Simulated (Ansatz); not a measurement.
**Surface calculation: fcc Sb (111), 3 layers**

The slab is cut from the fcc crystal, which needn't be the stable phase, as relaxed on PAW files (27.52 Å³/atom), with 16 Å of vacuum and a dipole correction:

```xyz
3
Lattice="3.3888 0.0000 0.0000 -1.6944 2.9348 0.0000 0.0000 0.0000 21.5340" Properties=species:S:1:pos:R:3 pbc="T T T"
Sb    0.0000    0.9783    8.0000
Sb    0.0000    2.9348   10.7670
Sb    1.6944    1.9565   13.5340
```

Computed with Ansatz 0.2.0; functional PBE, scalar-relativistic. Settings: a Γ-centred 11×11×1 k mesh, Fermi–Dirac smearing of 0.1 eV, no spin polarisation. Methods: LAPW: all electrons, basis error target 1 meV/atom; PAW: frozen-core files, cutoff 420 eV.

The bulk energy comes from a cell in the slab's orientation on a 11×11×4 mesh. The surface energy is (E(slab) − N·E(bulk))/2A at zero smearing, the mean of both faces; thin slabs carry quantum-size effects.

Spin–orbit coupling is left out, which matters for the heavy atoms.

Question: As cut, the LAPW slab lies 0.405 eV above 3 atoms of bulk. What surface energy is that?

Answer: Over two faces of 9.95 Å² it is 20.4 meV/Å², and times 16.02 J/m² per eV/Å² that gives γ = 0.326 J/m².

Question: What do relaxation and the other method give, and what work function comes out?

Answer: 

| method | γ as cut (J/m²) | γ relaxed (J/m²) | Φ as cut (eV) | Φ relaxed (eV) |
| --- | --- | --- | --- | --- |
| LAPW | 0.326 | 0.306 | 4.29 | 4.24 |
| PAW | 0.326 | 0.305 | 4.29 | 4.24 |

Question: How do the spacings between the planes relax?

Answer: From the bottom face up: d12 -4.1 % of 2.767 Å, d23 -4.1 % of 2.767 Å.

Question: What changes if the vacuum is set to 11 Å?

Answer: LAPW then gives: no gap, work function 4.24 eV; PAW: no gap, work function 4.24 eV. The program warns that the vacuum is too thin.

Question: A field of 0.1 V/Å is applied along the normal, atoms held. What follows?

Answer: LAPW finds an induced dipole of 0.0476 e·Å a cell (PAW 0.0476), that is 8.67 Å for 4πα over the area, against 5.30 Å between the outer atoms.

Question: A 3d core hole is made on one atom of each kind in every 1×1 cell (PAW hole dataset, neutral cell, valence without spin). What does it cost by layer?

Answer: layer 1 527.46 eV, layer 2 527.72 eV. Shifts between layers mean more than the absolute values, and a whole layer of holes screens otherwise than one hole.
